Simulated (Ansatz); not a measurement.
The system is SnO.

```xyz
4
Lattice="3.8137 0.0000 0.0000 0.0000 3.8137 0.0000 0.0000 0.0000 4.8869" Properties=species:S:1:pos:R:3 pbc="T T T"
Sn    1.9068    0.0000    3.7367
Sn    0.0000    1.9068    1.1503
O     0.0000    0.0000    0.0000
O     1.9068    1.9068    0.0000
```

The cell is a database's computed one.

Base run:

| Quantity | Value |
| --- | --- |
| Program | Ansatz 0.2.0 |
| Functional | PBE |
| Potentials or basis | all-electron LAPW, scalar-relativistic |
| Cutoff | 318 eV (chosen from the basis error) |
| Basis error allowed | 0.002 eV/atom |
| k mesh | 7 × 7 × 6 |
| Occupations | fermi-dirac, width 0.05 eV |
| Spin | no spin polarisation |

Its results: band gap on the k mesh 0.37 eV, indirect (least direct gap 2.08 eV); pressure 3.6 GPa; largest force 0.367 eV/Å.

Task: The run is repeated on the same cell with these changes: functional from PBE to PBEsol. What comes out?

Result: Band gap on the k mesh 0.36 eV, indirect (least direct gap 1.99 eV); pressure -0.6 GPa; largest force 0.071 eV/Å.

PBEsol binds more tightly than PBE, so the same cell stands under less pressure.

Caveats: spin-orbit coupling is left out, which moves the levels of the heavy elements; the mesh misses the band edges, which the band path finds closer together.
